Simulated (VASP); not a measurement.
## InSb: relaxation of cell and atoms with PBEsol

InSb:

```
In Sb
1.0
     0.00000    3.23910    3.23910
     3.23910    0.00000    3.23910
     3.23910    3.23910    0.00000
In Sb
1 1
Direct
  0.00000 0.00000 0.00000
  0.25000 0.25000 0.25000
```

```json
{"Program": "VASP 6.6.1", "Task": "relaxation of cell and atoms", "Functional": "PBEsol", "Potentials or basis": "VASP PAW PBE potentials, release 64 (In_d, Sb)", "Cutoff": "520 eV", "k mesh": "8 × 8 × 8", "Occupations": "gaussian, width 0.02 eV", "Spin": "no spin polarisation", "Further INCAR settings": "ALGO = Fast; EDIFF = 1e-07; IBRION = 2; EDIFFG = -0.002; NSW = 80; ISIF = 3"}
```

| Item | Value |
| --- | --- |
| Relaxed volume | 34.66 Å³/atom |
| Relaxed cell | a = 4.611 Å, b = 4.611 Å, c = 4.611 Å, α = 60.00°, β = 60.00°, γ = 60.00° |
| Space group after relaxing (to 0.05 Å) | F-43m (No. 216) |
| Energy gained by relaxing | 1.8 meV/atom |
| Ionic steps | 13 |
| Pressure after relaxing | 0.0 GPa |
| Band gap on the k mesh | none (metal or under the smearing width) |

Step by step:
```tsv
step	energy change (eV)	largest force (eV/Å)	pressure (GPa)	volume (Å³)
1	0.0000	0.0000	0.88	67.97
2	-0.0031	0.0000	-0.32	69.82
3	-0.0036	0.0000	-0.03	69.30
4	-0.0036	0.0000	0.03	69.26
5	-0.0036	0.0000	0.03	69.26
6	-0.0036	0.0000	0.03	69.27
7	-0.0036	0.0000	0.03	69.27
8	-0.0036	0.0000	0.03	69.27
9	-0.0036	0.0000	0.03	69.27
10	-0.0036	0.0000	0.02	69.27
11	-0.0036	0.0000	0.02	69.28
12	-0.0036	0.0000	0.01	69.29
13	-0.0036	0.0000	-0.01	69.31
```

Final structure:
```xyz
2
Lattice="0.0000 3.2603 3.2603 3.2603 0.0000 3.2603 3.2603 3.2603 0.0000" Properties=species:S:1:pos:R:3 pbc="T T T"
In    0.0000    0.0000    0.0000
Sb    1.6302    1.6302    1.6302
```

Levels at points of the mesh, in eV from the Fermi level:
| k point | band 7 | band 8 | band 9 | band 10 | band 11 | band 12 |
| --- | --- | --- | --- | --- | --- | --- |
| (0.00, 0.00, 0.00) | -0.38 | -0.01 | -0.01 | -0.01 | 2.93 | 2.93 |
| (0.50, 0.00, 0.00) | -5.57 | -0.99 | -0.99 | 0.43 | 3.77 | 3.77 |
| (0.50, 0.50, 0.00) | -5.87 | -2.22 | -2.22 | 1.27 | 1.28 | 8.00 |

It took 98 s on 4 MPI ranks on Intel(R) Xeon(R) Platinum 8259CL CPU @ 2.50GHz (Skylake/Cascade Lake) (shared host), peak memory 0.23 GiB a rank.

Caveat: the PAW data sets were made with another functional, which shifts forces and pressure a little; this crystal is a semiconductor, whose small gap the functional closes, so the metal is an error of the method. The run has no spin-orbit coupling, so splittings on Sb are missing.
